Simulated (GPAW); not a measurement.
Crystal: FeO.

```xyz
2
Lattice="1.5177 0.8762 2.5158 -1.5177 0.8762 2.5158 0.0000 -1.7525 2.5158" Properties=species:S:1:pos:R:3 pbc="T T T"
Fe    0.0000    0.0000    0.0000
O     0.0000    0.0000    3.7737
```

Base run:

* Program: GPAW 26.7.0
* Functional: r2SCAN
* Potentials or basis: GPAW PAW data sets (gpaw-data 1.2.1)
* Cutoff: 800 eV
* Basis: pw
* k mesh: 8 × 8 × 8
* Occupations: gaussian, width 0.05 eV
* Spin: collinear spin, ferromagnetic start
* Starting moments: [3.0, 0.0] μB
* Hubbard terms: Fe d U = 2 eV

Its results: band gap on the k mesh none (metal or under the smearing width); pressure -4.5 GPa; net moment 4.00 μB per cell; site moments Fe +3.70; O +0.19 μB.

Question: The run is repeated on the same cell with these changes: functional from r2SCAN to PBE; hubbard terms from Fe d U = 2 eV to none. What comes out?

Answer: Band gap on the k mesh none (metal or under the smearing width); pressure 0.4 GPa; net moment 4.00 μB per cell; site moments Fe +3.55; O +0.24 μB.

Several settings changed at once, so the effect can't be laid on one alone.

Caveats: a cell with one magnetic atom can't hold antiferromagnetic order, which such compounds often take; the PAW data sets were made with another functional, which shifts forces and pressure a little (some runs); semilocal functionals often make such compounds metallic where correlation or magnetic order opens a gap, which also shifts bond lengths (some runs).

Not every run made on this cell is shown here.
